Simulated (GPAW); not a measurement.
# CaF2 (Fluorite) (Fm-3m) in GPAW: notebook

Runs on CaF2 (Fluorite). Level: PBE. Tasks: single point.

All numbers are computed with GPAW 26.7.0; they aren't measurements. Logs are shortened: lines on timing, memory, paths and dates and some standing lists are left out, and cuts for length are marked. The log counts tension as positive stress, the text compression.

**1. The crystal as given**

It takes space group Fm-3m (No. 225, cubic). Conventional cell: a = 5.462 Å, b = 5.462 Å, c = 5.462 Å, α = 90.00°, β = 90.00°, γ = 90.00°. Around Ca (site symmetry m-3m) lie 8 F at 2.37 Å. Around F (site symmetry -43m) lie 4 Ca at 2.37 Å.

**2. Single point, PBE**

The input, run.py:

```python
from ase import Atoms
from ase.dft.bandgap import bandgap
from ase.io import write
from ase.units import GPa
from gpaw import GPAW, PW

atoms = Atoms(['Ca', 'F', 'F'],
              cell=[[0.0, 2.731, 2.731],
                    [2.731, 0.0, 2.731],
                    [2.731, 2.731, 0.0]],
              scaled_positions=[[0.0, 0.0, 0.0],
                                [0.75, 0.75, 0.75],
                                [0.25, 0.25, 0.25]],
              pbc=True)

calc = GPAW(mode=PW(600),
            xc='PBE',
            kpts={'size': (7, 7, 7), 'gamma': True},
            occupations={'name': 'fermi-dirac', 'width': 0.05},
            nbands=22,
            maxiter=120,
            txt='gpaw.txt')
atoms.calc = calc
energy = atoms.get_potential_energy()
forces = atoms.get_forces()
stress = atoms.get_stress()
calc.write('gs.gpw')
write('result.traj', atoms)
print(f'Energy: {energy:.6f} eV')
print('Forces (eV/A):')
print(forces.round(4))
print('Stress (GPa):', (stress / GPa).round(3))
print('Fermi level:', round(calc.get_fermi_level(), 4), 'eV')
print(f'Gap: {bandgap(calc)[0]:.4f} eV, direct: {bandgap(calc, direct=True)[0]:.4f} eV')
```

Potentials or basis: GPAW PAW data sets (gpaw-data 1.2.1), pw.

Started as:

```sh
OMP_NUM_THREADS=1 python run.py
```

gpaw.txt:

```text
__  _  _
 | _ |_)|_||  |
 |__||  | ||/\| - 26.7.0

Input parameters:
  mode=PW(ecut=600.0),
  kpts=MonkhorstPack(size=(7, 7, 7), gamma=True),
  maxiter=120,
  nbands=22,
  occupations=Occupations(name='fermi-dirac', width=0.05),
  xc=XC(name='PBE')

Diagonalizing LCAO Hamiltonian
Converting LCAO to pw mode

                    F

           F

       Ca

Atoms  # Å, Bohr magnetons
|   | symbol |        x |        y |        z |    initial magnetic moments |
|---|--------|----------|----------|----------|-----------------------------|
| 0 |     Ca | 0.000000 | 0.000000 | 0.000000 | ( 0.0000,  0.0000,  0.0000) |
| 1 |      F | 4.096500 | 4.096500 | 4.096500 | ( 0.0000,  0.0000,  0.0000) |
| 2 |      F | 1.365500 | 1.365500 | 1.365500 | ( 0.0000,  0.0000,  0.0000) |

Unit cell  # Å
| periodic |        x |        y |        z |  lengths |    angles |
|----------|----------|----------|----------|----------|-----------|
|      yes | 0.000000 | 2.731000 | 2.731000 | 3.862217 | 60.000000 |
|      yes | 2.731000 | 0.000000 | 2.731000 | 3.862217 | 60.000000 |
|      yes | 2.731000 | 2.731000 | 0.000000 | 3.862217 | 60.000000 |

Number of symmetries: 48
Symmetry operations  # r_c * U_cc + t_c -> r_c
|    | kind |            matrix            |
|----|------|------------------------------|
|  0 |  σ   |  1, 0, 0,  1, 0,-1,  1,-1, 0 |
|  1 |  C2  |  1, 0, 0,  1,-1, 0,  1, 0,-1 |
|  2 |  E   |  1, 0, 0,  0, 1, 0,  0, 0, 1 |
|  3 |  σ   |  1, 0, 0,  0, 0, 1,  0, 1, 0 |
|  4 |  C4  |  1, 0,-1,  1, 0, 0,  1,-1, 0 |
|  5 |  S6  |  1, 0,-1,  1,-1, 0,  1, 0, 0 |
|  6 |  σ   |  1, 0,-1,  0, 1,-1,  0, 0,-1 |
|  7 |  C3  |  1, 0,-1,  0, 0,-1,  0, 1,-1 |
|  8 |  S6  |  1,-1, 0,  1, 0, 0,  1, 0,-1 |
|  9 |  C4  |  1,-1, 0,  1, 0,-1,  1, 0, 0 |
| 10 |  C3  |  1,-1, 0,  0,-1, 1,  0,-1, 0 |
| 11 |  σ   |  1,-1, 0,  0,-1, 0,  0,-1, 1 |
| 12 |  σ   |  0, 1, 0,  1, 0, 0,  0, 0, 1 |
| 13 |  C4  |  0, 1, 0,  0, 1,-1, -1, 1, 0 |
| 14 |  C3  |  0, 1, 0,  0, 0, 1,  1, 0, 0 |
| 15 |  S6  |  0, 1, 0, -1, 1, 0,  0, 1,-1 |
| 16 |  C2  |  0, 1,-1,  1, 0,-1,  0, 0,-1 |
| 17 |  σ   |  0, 1,-1,  0, 1, 0, -1, 1, 0 |
| 18 |  S4  |  0, 1,-1,  0, 0,-1,  1, 0,-1 |
| 19 |  C4  |  0, 1,-1, -1, 1, 0,  0, 1, 0 |
| 20 |  C3  |  0, 0, 1,  1, 0, 0,  0, 1, 0 |
| 21 |  σ   |  0, 0, 1,  0, 1, 0,  1, 0, 0 |
| 22 |  S6  |  0, 0, 1,  0,-1, 1, -1, 0, 1 |
| 23 |  C4  |  0, 0, 1, -1, 0, 1,  0,-1, 1 |
| 24 |  S4  |  0, 0,-1,  1, 0,-1,  0, 1,-1 |
| 25 |  C3  |  0, 0,-1,  0, 1,-1,  1, 0,-1 |
| 26 |  C2  |  0, 0,-1,  0,-1, 0, -1, 0, 0 |
| 27 |  S6  |  0, 0,-1, -1, 0, 0,  0,-1, 0 |
| 28 |  S4  |  0,-1, 1,  1,-1, 0,  0,-1, 0 |
| 29 |  C4  |  0,-1, 1,  0, 0, 1, -1, 0, 1 |
| 30 |  C2  |  0,-1, 1,  0,-1, 0,  1,-1, 0 |
| 31 |  σ   |  0,-1, 1, -1, 0, 1,  0, 0, 1 |
| 32 |  C3  |  0,-1, 0,  1,-1, 0,  0,-1, 1 |
| 33 |  S6  |  0,-1, 0,  0, 0,-1, -1, 0, 0 |
| 34 |  S4  |  0,-1, 0,  0,-1, 1,  1,-1, 0 |
| 35 |  C2  |  0,-1, 0, -1, 0, 0,  0, 0,-1 |
| 36 |  C2  | -1, 1, 0,  0, 1, 0,  0, 1,-1 |
| 37 |  S6  | -1, 1, 0,  0, 1,-1,  0, 1, 0 |
| 38 |  S4  | -1, 1, 0, -1, 0, 1, -1, 0, 0 |
| 39 |  C3  | -1, 1, 0, -1, 0, 0, -1, 0, 1 |
| 40 |  S6  | -1, 0, 1,  0, 0, 1,  0,-1, 1 |
| 41 |  C2  | -1, 0, 1,  0,-1, 1,  0, 0, 1 |
| 42 |  C3  | -1, 0, 1, -1, 1, 0, -1, 0, 0 |
| 43 |  S4  | -1, 0, 1, -1, 0, 0, -1, 1, 0 |
| 44 |  C2  | -1, 0, 0,  0, 0,-1,  0,-1, 0 |
| 45 |  i   | -1, 0, 0,  0,-1, 0,  0, 0,-1 |
| 46 |  σ   | -1, 0, 0, -1, 1, 0, -1, 0, 1 |
[... 71 lines left out ...]
    Using partial waves for Ca as LCAO basis

  F:
    name:    Fluorine
    Z:       9.0
    valence: 7
    core:    2
    charge:  0.0  # [|e|]
    compensation charges:
      type: gauss
      rc: 0.20  # [Å]
      lmax: 2
    cutoffs:
      filter: 1.14  # [Å]
      core: 0.74  # [Å]
    projectors
    | kind |    occ | energy [eV] | rcut [Å] |
    |------|--------|-------------|----------|
    |   2s |  2.000 |     -29.898 |    0.635 |
    |   2p |  5.000 |     -11.110 |    0.635 |
    |    s |        |      -2.687 |    0.635 |
    |    p |        |      16.102 |    0.635 |
    |    d |        |       0.000 |    0.635 |

    Using partial waves for F as LCAO basis

Reference energy: -23939.030803  # eV

eigensolver:
  PPCG
  Converge bands: occupied
  niter=2

density mixing:
  MSR1-Mixer
  Pratt-step length: 0.05
  Maximum mixing coefficient: 0.75
  Old densities: 10
  SVD Regularization: 0.005
  Good broyden scale: 1.0
  Trust region scale: 1.0
  Backstep threshold: 4.0
  History deletion threshold: 6.0
  Fourier metric: weight=20.0, sigma=0.015

occupation numbers:
  Fermi-Dirac:
    width: 0.0500  # eV

poisson solver:
  ecut: 4800.0  # eV

xc functional:
  name: PBE with 2 nearest neighbor stencil

convergence criteria:
- Maximum [total energy] change in last 3 cyles: 0.0005 eV / valence electron
- Maximum integral of absolute [dens]ity change: 0.0001 electrons / valence electron
- Maximum integral of absolute [eigenst]ate change: 4e-08 eV^2 / valence electron
maximum number of iterations: 120

SCF iterations
|iter     | |      energy | eigst |  dens |
|---------|-|-------------|-------|-------|
|iter:   1| |  -18.046376 | -0.01 |       |
|iter:   2| |  -17.827963 | -2.03 | -1.13 |
|iter:   3| |  -17.225620 | -0.97 | -1.17 |
|iter:   4| |  -17.250960 | -3.68 | -1.60 |
|iter:   5| |  -17.269556 | -3.45 | -1.88 |
|iter:   6| |  -17.269739 | -5.31 | -3.00 |
|iter:   7| |  -17.269785c| -5.94 | -3.34 |
|iter:   8| |  -17.269785c| -8.36c| -4.62c|

Converged in 8 steps
Energy contributions relative to reference atoms: (reference = -23939.030803)

Energy contributions:
  Kinetic:          22.222082
  Coulomb:         -20.493587
  Zero:             -0.159602
  External:          0.000000
  Xc:              -18.838678
  Entropy:          -0.000000
  Spinorbit:         0.000000
  ----------------------------
  Free energy:     -17.269785
  Extrapolated:    -17.269785

dipole moment: (-18.015572, -18.015572, -18.015572)  # |e|*Ang

Fermi level: 3.251
Eigenvalues  # (at kpt = [0.000, 0.000, 0.000])
| band index |      eig [eV] | occ [0-2] |
|------------|---------------|-----------|
|          0 |       -35.068 |     2.000 |
|        ... |               |           |
|          4 |       -16.032 |     2.000 |
|          5 |       -16.032 |     2.000 |
|          6 |        -1.129 |     2.000 |
|          7 |        -1.129 |     2.000 |
|          8 |        -1.129 |     2.000 |
|          9 |         0.710 |     2.000 |
[... 8 lines left out ...]
|         18 |        17.894 |     0.000 |
|         19 |        17.894 |     0.000 |
|        ... |               |           |
|         21 |        23.801 |     0.000 |

Gap: 7.312 eV
Transition (v -> c):
  (s=0, k=15, n=11, [0.43, 0.43, -0.14]) -> (s=0, k=0, n=12, [0.00, 0.00, 0.00])
Direct/indirect transitions are different
Direct gap: 7.540 eV
Transition at: (s=0, k=0, n=11, [0.00, 0.00, 0.00])

Forces  # eV/Ang
|       x |        y |        z |
|---------|----------|----------|
| 0.00000 | -0.00000 |  0.00000 |  # Ca   0
| 0.00000 | -0.00000 | -0.00000 |  # F    1
| 0.00000 |  0.00000 | -0.00000 |  # F    2

Stress tensor  # eV/Ang^3
|         x |         y |         z |
|-----------|-----------|-----------|
| -0.014679 |  0.000000 |  0.000000 |
|  0.000000 | -0.014679 |  0.000000 |
|  0.000000 |  0.000000 | -0.014679 |

# Writing to gs.gpw (mode='')
```

Wall time 9.4 s (1 thread of INTEL XEON PLATINUM 8581C at 2.30GHz (Emerald Rapids), shared host); peak memory 0.15 GiB.

Results:

- Free energy: -17.2698 eV
- Pressure: 2.4 GPa
- Band gap on the k mesh: 7.31 eV, indirect (least direct gap 7.54 eV)

Caveat: the cutoff is short for stress and forces, so pressures can be off by a GPa or more; an odd mesh through Γ misses points on the zone boundary, where band edges often lie.

**3. Single point, PBE**

run.py: that of step 2 with these lines changed.

```diff
@@ -1,4 +1,3 @@
-from ase import Atoms
 from ase.dft.bandgap import bandgap
-from ase.io import write
+from ase.io import read, write
 from ase.units import GPa
@@ -6,10 +5,3 @@
 
-atoms = Atoms(['Ca', 'F', 'F'],
-              cell=[[0.0, 2.731, 2.731],
-                    [2.731, 0.0, 2.731],
-                    [2.731, 2.731, 0.0]],
-              scaled_positions=[[0.0, 0.0, 0.0],
-                                [0.75, 0.75, 0.75],
-                                [0.25, 0.25, 0.25]],
-              pbc=True)
+atoms = read('CaF2.xyz')
```

The input, CaF2.xyz:

```xyz
3
Lattice="0.0000000000 2.7310000000 2.7310000000 2.7310000000 0.0000000000 2.7310000000 2.7310000000 2.7310000000 0.0000000000" Properties=species:S:1:pos:R:3 pbc="T T T"
Ca     0.0000000000      0.0000000000      0.0000000000
F      4.0965000000      4.0965000000      4.0965000000
F      1.3655000000      1.3655000000      1.3655000000
```

Potentials or basis: GPAW PAW data sets (gpaw-data 1.2.1), pw.

Started as:

```sh
OMP_NUM_THREADS=1 python run.py
```

Wall time 11 s (1 thread of AMD EPYC 7B13 (Zen 3), shared host); peak memory 0.15 GiB.

The run converged. Its results:

- Free energy: -17.2698 eV
- Pressure: 2.4 GPa
- Band gap on the k mesh: 7.31 eV, indirect (least direct gap 7.54 eV)

Levels at points of the mesh, in eV from the valence-band top:
```csv
k point,band 9,band 10,band 11,band 12,band 13,band 14,band 15,band 16
"(0.00, 0.00, 0.00)",-2.07,-0.23,-0.23,-0.23,7.31,9.17,9.17,11.19
```

Caveat: the cutoff is short for stress and forces, so pressures can be off by a GPa or more; an odd mesh through Γ misses points on the zone boundary, where band edges often lie.
